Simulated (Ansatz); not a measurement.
The system is SiNi3.

```xyz
4
Lattice="3.5420 0.0000 0.0000 0.0000 3.5420 0.0000 0.0000 0.0000 3.5420" Properties=species:S:1:pos:R:3 pbc="T T T"
Ni    1.7710    1.7710    0.0000
Ni    1.7710    0.0000    1.7710
Ni    0.0000    1.7710    1.7710
Si    0.0000    0.0000    0.0000
```

Program: Ansatz 0.2.0. Alike in all runs: task band structure; potentials or basis Ansatz PAW; spin collinear, ferromagnetic start; cell as given; k mesh 4 × 4 × 4; cutoff (eV) 420; smearing fermi-dirac 0.05 eV; the mesh is coarse, so values aren't converged.

**Question.** Order these runs on this cell by their pressure, lowest first.
A. level revPBE
B. level PBEsol
C. level BLYP
D. level LDA

**Answer.** D (-20.1 GPa), B (-14.1 GPa), A (-2.6 GPa), C (3.5 GPa).

Caveats: all runs use coarse meshes; the PAW data sets come from PBE, with cores solved anew for the run's functional, which leaves a small shift of forces and pressure; the starting moments weren't kept.

Runs at the PBE level aren't shown here.
